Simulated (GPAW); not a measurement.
KF (Carobbiite):

```
K F
1.0
     0.00000    2.67185    2.67185
     2.67185    0.00000    2.67185
     2.67185    2.67185    0.00000
K F
1 1
Direct
  0.00000 0.00000 0.00000
  0.50000 0.50000 0.50000
```

```yaml
Program: GPAW 26.7.0
Task: relaxation of cell and atoms
Functional: PBEsol
Dispersion: D3(BJ)+ATM
Potentials_or_basis: PAW data sets generated in the run's folder for this functional
Cutoff: 800 eV
Basis: pw
k_mesh: 9 × 9 × 9
Occupations: fermi-dirac, width 0.05 eV
Spin: no spin polarisation
```

At the start: pressure -2.8 GPa; volume 19.07 Å³/atom.

Q: How do energy, volume and symmetry change on relaxing?

A: Over 4 steps the energy falls by 6.1 meV/atom and the volume is 17.58 Å³/atom (-7.8 %); space group Fm-3m (No. 225, to 0.05 Å).

The path:
| step | energy change (eV) | largest force (eV/Å) | pressure (GPa) | volume (Å³) |
| --- | --- | --- | --- | --- |
| 1 | 0.0000 | 0.0000 | -2.76 | 38.15 |
| 2 | -0.0030 | 0.0000 | -2.57 | 37.88 |
| 3 | -0.0093 | 0.0000 | 0.44 | 34.76 |
| 4 | -0.0122 | 0.0000 | -0.05 | 35.16 |

Final structure:
```
CELL_PARAMETERS angstrom
0.00000 2.60030 2.60030
2.60030 0.00000 2.60030
2.60030 2.60030 0.00000
ATOMIC_POSITIONS crystal
K 0.00000 0.00000 0.00000
F 0.50000 0.50000 0.50000
```

Caveat: later steps reuse the first step's grids.
